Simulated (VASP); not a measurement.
Write the native input for VASP 6.6.1 that does the following.

- Task: relaxation of cell and atoms
- Functional: r2SCAN
- Potentials or basis: VASP PAW PBE potentials, release 64 (Sr_sv, O)
- Cutoff: 600 eV
- k mesh: 6 × 6 × 6
- Occupations: gaussian, width 0.02 eV
- Spin: no spin polarisation
- Further INCAR settings: ALGO = Normal; EDIFF = 1e-07; IBRION = 2; EDIFFG = -0.005; NSW = 90; ISIF = 3

The structure of SrO lies in POSCAR:

```
SrO
1.0
    4.2754662700      0.0000000000      0.0000000000
   -2.1377331300      3.7026624000      0.0000000000
    0.0000000000      0.0000000000      5.1555949900
Sr O
2 2
Direct
    0.3333333300      0.6666666700      0.7500000000
    0.6666666700      0.3333333300      0.2500000000
    0.3333333300      0.6666666700      0.2500000000
    0.6666666700      0.3333333300      0.7500000000
```

Measurements of this composition are mostly on another form, of space group No. 225.

One way to write it, as run:

INCAR

```
SYSTEM = SrO
ALGO = Normal ; EDIFF = 1E-7
EDIFFG = -0.005 ; ENCUT = 600
IBRION = 2 ; ISIF = 3
ISMEAR = 0 ; LASPH = .TRUE.
LCHARG = .FALSE. ; LMIXTAU = .TRUE.
LREAL = .FALSE. ; LWAVE = .FALSE.
METAGGA = R2SCAN ; NELM = 80
NSW = 90 ; PREC = Accurate
SIGMA = 0.02
```

KPOINTS

```
k-points
0
G
  6 6 6
  0 0 0
```

Potentials or basis: VASP PAW PBE potentials, release 64 (Sr_sv, O).

Command:

```sh
$ cat potpaw_PBE.64/Sr_sv/POTCAR potpaw_PBE.64/O/POTCAR > POTCAR
$ mpirun -np 1 vasp_std > vasp.out
```

Results of the run:

- Relaxed volume: 20.41 Å³/atom
- Relaxed cell: a = 4.277 Å, b = 4.277 Å, c = 5.153 Å, α = 90.00°, β = 90.00°, γ = 120.00°
- Space group after relaxing (to 0.05 Å): P6_3/mmc (No. 194)
- Energy gained by relaxing: 0.0 meV/atom
- Ionic steps: 2
- Pressure after relaxing: 0.0 GPa
- Band gap on the k mesh: 3.01 eV, direct

Caveat: the PAW data sets were made with another functional, which shifts forces and pressure a little.

Wall time 3.7 min on 1 thread of Intel(R) Xeon(R) 6975P-C (Granite Rapids), on a shared host, peak memory 0.27 GiB.
